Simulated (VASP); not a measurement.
Input of a VASP 6.6.1 run:

The input POSCAR:

```
BaTiO3                                  
1.0
    3.9671431896      0.0000000000      0.0000000000
    0.0000000000      3.9671431896      0.0000000000
    0.0000000000     -0.0000000000      4.0656697611
  Ba              Ti              O             
     1     1     3
Direct
     0.0000000000000000    0.0000000000000000    0.9986017527506281
     0.5000000000000000    0.5000000000000000    0.4819255316800069
     0.5000000000000000    0.5000000000000000    0.0291005564017098
     0.5000000000000000    0.0000000000000000    0.5166860795838343
     1.0000000000000000    0.5000000000000000    0.5166860795838343
```

File INCAR.step1:

```
  ALGO = Normal
  EDIFF = 1E-5
  ENCUT = 520
  GGA = PE
  ISIF = 2
  ISMEAR = 0
  KPAR = 4
  LASPH = True
  LCHARG = False
  LMAXMIX = 4
  LREAL = False
  LWAVE = True
  NBANDS = 28
  NELM = 80
  PREC = Accurate
  SIGMA = 0.03
```

The input INCAR.step2:

```
  ALGO = Normal
  EDIFF = 1E-7
  ENCUT = 520
  GGA = PE
  HFSCREEN = 0.2
  ISIF = 2
  ISMEAR = 0
  ISTART = 1
  KPAR = 4
  LASPH = True
  LCHARG = False
  LHFCALC = True
  LMAXMIX = 4
  LREAL = False
  LWAVE = False
  NBANDS = 28
  NELM = 80
  PREC = Accurate
  PRECFOCK = Fast
  SIGMA = 0.03
```

File KPOINTS:

```
k-points
0
Gamma
  4 4 4
```

KPOINTS_OPT

```
explicit points
6
Reciprocal
 0.0000000000  0.0000000000  0.0000000000 1
 0.5000000000  0.5000000000  0.5000000000 1
 0.5000000000  0.5000000000  0.0000000000 1
 0.0000000000  0.5000000000  0.5000000000 1
 0.0000000000  0.5000000000  0.0000000000 1
 0.0000000000  0.0000000000  0.5000000000 1
```

Potentials or basis: VASP PAW PBE potentials, release 64 (Ba_sv, Ti_sv, O).

Launch:

```console
$ cat potpaw_PBE.64/Ba_sv/POTCAR potpaw_PBE.64/Ti_sv/POTCAR potpaw_PBE.64/O/POTCAR > POTCAR
$ cp INCAR.step1 INCAR
$ mpirun -np 4 vasp_std > vasp.out
$ cp INCAR.step2 INCAR
$ mpirun -np 4 vasp_std > vasp.out
```

Estimate the band gap along the path.

3.27 eV, indirect (least direct gap 3.67 eV).

Estimate the pressure.

0.9 GPa.

Predict the band gap on the k mesh.

3.27 eV, indirect (least direct gap 3.67 eV).

Estimate the largest force.

0.295 eV/Å.

Stress tensor (GPa, compression positive):
```
1.02 0.00 0.00
0.00 1.02 0.00
0.00 0.00 0.74
```

Caveat: the PAW data sets were made with another functional, which shifts forces and pressure a little; spin-orbit coupling is left out, which moves the levels of the heavy elements.
